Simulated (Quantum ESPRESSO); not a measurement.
# RbBr: zone-centre phonons and dielectric response under several settings

```
Rb Br
1.0
     0.00000    3.42700    3.42700
     3.42700    0.00000    3.42700
     3.42700    3.42700    0.00000
Rb Br
1 1
Direct
  0.00000 0.00000 0.00000
  0.50000 0.50000 0.50000
```

All runs used Quantum ESPRESSO 7.5; k mesh 4 × 4 × 4, shifted; relaxed cell; no spin polarisation; occupations smeared at first, fixed for the response.

```csv
level,potentials,cutoff (eV),volume (Å³/atom),pressure (GPa),lowest optical mode without the field (cm⁻¹),highest mode with the field (cm⁻¹),ε∞ (mean),ε0 (mean),Born charge of atom 1 (e)
PBEsol,PseudoDojo 0.4.1 SR PBEsol standard,626,?,0.0,?,?,?,?,?
PBE,JTH 2.0 PBE,490,43.99,-0.1,75,114,2.43,5.7,1.16
LDA,PseudoDojo 0.4.1 SR LDA standard,599,37.03,0.0,100,133,2.73,4.8,1.14
```

Question: What stands in the row left open?

Answer: Volume 40.05 Å³/atom; lowest optical mode without the field 85 cm⁻¹; highest mode with the field 122 cm⁻¹; ε∞ 2.59; ε0 5.3; Born charge of atom 1 1.16 e.

Caveats: the cutoff is low for these files, which shifts pressure and relaxed volume (some runs).
